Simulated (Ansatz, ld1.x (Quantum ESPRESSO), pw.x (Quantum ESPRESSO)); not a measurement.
pw.x on fcc Co: one setting changed

Potential: PAW, ld1.x (Quantum ESPRESSO) 7.5, PBE; core [Ne], reference 3s2 3p6 3d7 4s2 4p0; waves: 3s (bound): rcut 1.10, rcutus 1.25 bohr; 4s (bound): rcut 1.10, rcutus 1.25 bohr; 3p (bound): rcut 1.20, rcutus 1.60 bohr; 4p (bound, empty): rcut 1.20, rcutus 1.60 bohr; 3d (bound): rcut 1.55, rcutus 1.95 bohr; 3d channel at 1.35 Ry: rcut 1.55, rcutus 1.95 bohr; local part: all-electron potential smoothed inside 1.70 bohr (lloc = -1); core correction: none; augmentation: BESSEL, radius 1.20 bohr.

The reference run (k-mesh 16³, cutoffs 85/680 Ry, Fermi–Dirac 0.01 Ry, mixing_beta 0.4, conv_thr 1e-9, no spin) gives 1.55 GPa at 10.382 Å³/atom, where all-electron LAPW gives -0.50 GPa. This run, with its own iteration cap, changes smearing to mp.

```
&control
  calculation='scf', prefix='x', pseudo_dir='./', outdir='./tmp', tstress=.true., disk_io='none'
/
&system
  ibrav=0, nat=1, ntyp=1, ecutwfc=85, ecutrho=680, nbnd=17,
  occupations='smearing', smearing='mp', degauss=0.01
/
&electrons
  conv_thr=1e-09, mixing_beta=0.4, electron_maxstep=70
/
ATOMIC_SPECIES
Co 1.0 Co.UPF
CELL_PARAMETERS angstrom
  0.00000000 1.73147813 1.73147813
  1.73147813 0.00000000 1.73147813
  1.73147813 1.73147813 0.00000000
ATOMIC_POSITIONS crystal
Co 0.0000 0.0000 0.0000
K_POINTS automatic
16 16 16 0 0 0
```

```bash
pw.x < Co.scf.in > Co.scf.out
```

Problem. How does the run end?

Solution. It converges in 9 iterations; the free energy moves by +69.8 meV/atom and the pressure by -1.61 GPa. This scheme is built to cancel the term in the square of the width that Fermi–Dirac smearing leaves in the F of a metal.

```
Message from routine setup:
     using ibrav=0 with symmetry is DISCOURAGED, use correct ibrav instead
     lattice parameter (alat)  =       4.6273  a.u.
     unit-cell volume          =      70.0612 (a.u.)^3
     number of electrons       =        17.00
     number of Kohn-Sham states=           17
     kinetic-energy cutoff     =      85.0000  Ry
     charge density cutoff     =     680.0000  Ry
     scf convergence threshold =      1.0E-09
     Exchange-correlation= SLA  PW   PBX  PBC
     number of k points=   145  Methfessel-Paxton smearing, width (Ry)=  0.0100
     iteration #  1     ecut=    85.00 Ry     beta= 0.40
     total energy              =    -376.69788216 Ry
     estimated scf accuracy    <       0.04390388 Ry
     iteration #  2     ecut=    85.00 Ry     beta= 0.40
     total energy              =    -376.70429655 Ry
     estimated scf accuracy    <       0.01466100 Ry
     iteration #  3     ecut=    85.00 Ry     beta= 0.40
     total energy              =    -376.70650528 Ry
     estimated scf accuracy    <       0.00194303 Ry
     [... 3 iterations left out ...]
     iteration #  7     ecut=    85.00 Ry     beta= 0.40
     total energy              =    -376.70667242 Ry
     estimated scf accuracy    <       0.00000003 Ry
     iteration #  8     ecut=    85.00 Ry     beta= 0.40
     total energy              =    -376.70667248 Ry
     estimated scf accuracy    <       0.00000009 Ry
     iteration #  9     ecut=    85.00 Ry     beta= 0.40
     the Fermi energy is    18.7031 ev
!    total energy              =    -376.70667248 Ry
     estimated scf accuracy    <          4.2E-10 Ry
     smearing contrib. (-TS)   =      -0.00011140 Ry
     The total energy is F=E-TS. E is the sum of the following terms:
     one-electron contribution =    -135.55020247 Ry
     hartree contribution      =      95.68048655 Ry
     xc contribution           =     -31.53730170 Ry
     ewald contribution        =    -202.47818771 Ry
     one-center paw contrib.   =    -102.82135574 Ry
     convergence has been achieved in   9 iterations
          total   stress  (Ry/bohr**3)                   (kbar)     P=       -0.59
     Message from routine punch:
     Nothing written, as per user request (disk_io='none')
```

The run took about 34 s on one core of a shared host (Neoverse-V2, 192 threads, 742 GiB, load 56).
